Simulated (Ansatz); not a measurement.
`CC(C)(C)C(C#N)C#N` + H₂ → `N#CCC#N` + `CC(C)C`  (hydrogenolysis of a C–C bond)

Isolated molecules relaxed with PBE0-D4/def2-TZVP in Ansatz; ΔE leaves out vibrations. CCSD(T)/CBS adds triple-zeta CCSD(T) − MP2 to the extrapolated MP2 energy (def2 sets, frozen cores). This one scheme is used for every species. Functionals use def2-TZVPP.

CCSD(T)/CBS gives -32.0 kJ/mol.

Another level gave -73.1 kJ/mol. Which?
A. B2PLYP/def2-TZVPP
B. BHLYP/def2-TZVPP
C. BLYP/def2-TZVPP
D. B97M-V/def2-TZVPP

C. BLYP -73.1, B97M-V -43.1, BHLYP -67.2, B2PLYP -51.5 kJ/mol.

Largest T1 diagnostic among the species: 0.014.

From r2SCAN to r2SCAN0 (25 % exact exchange), in def2-TZVPP and without D4, ΔE moves by −3.7 kJ/mol. The D4 term adds +25.4 kJ/mol with B3LYP and +14.7 kJ/mol with PBE0; it sums over pairs of atoms, weighted by their polarisabilities, and B3LYP, whose exchange is more repulsive, gets the larger term.

CCSD(T)/CBS has its own doubt, a few kJ/mol and more with outer-core shells, so smaller differences from it don't rank the levels.

B3LYP here is the variant with VWN-RPA as its local correlation; programs differ in this.
